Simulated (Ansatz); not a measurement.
Be:

```
Be
1.0
     0.00000    1.57905    1.57905
     1.57905    0.00000    1.57905
     1.57905    1.57905    0.00000
Be
1
Cartesian
  0.0000 0.0000 0.0000
```

The cell was built by a generator and needn't be a form met in nature.

Base run:

```yaml
Program: Ansatz 0.2.0
Functional: r2SCAN
Potentials_or_basis: Ansatz PAW
Cutoff: 500 eV
Density_cutoff: 2000 eV
k_mesh: 14 × 14 × 14
Occupations: fermi-dirac, width 0.05 eV
Spin: no spin polarisation
```

Its results: band gap on the k mesh none (metal or under the smearing width); pressure 0.0 GPa.

**Question.** After a change of settings the same cell gave: band gap on the k mesh none (metal or under the smearing width); pressure 2.6 GPa. Which change was it?
A. functional from r2SCAN to LDA; cutoff from 500 eV to 420 eV; density cutoff from 2000 eV to 1680 eV
B. functional from r2SCAN to BLYP; cutoff from 500 eV to 420 eV; density cutoff from 2000 eV to 1680 eV
C. functional from r2SCAN to revPBE; cutoff from 500 eV to 420 eV; density cutoff from 2000 eV to 1680 eV
D. functional from r2SCAN to PBE; cutoff from 500 eV to 420 eV; density cutoff from 2000 eV to 1680 eV

**Answer.** C.

Caveats: the PAW data sets come from PBE, with cores solved anew for the run's functional, which leaves a small shift of forces and pressure; the potentials were made for another functional, which shifts forces and pressure (some runs).

Not every run made on this cell is shown here.
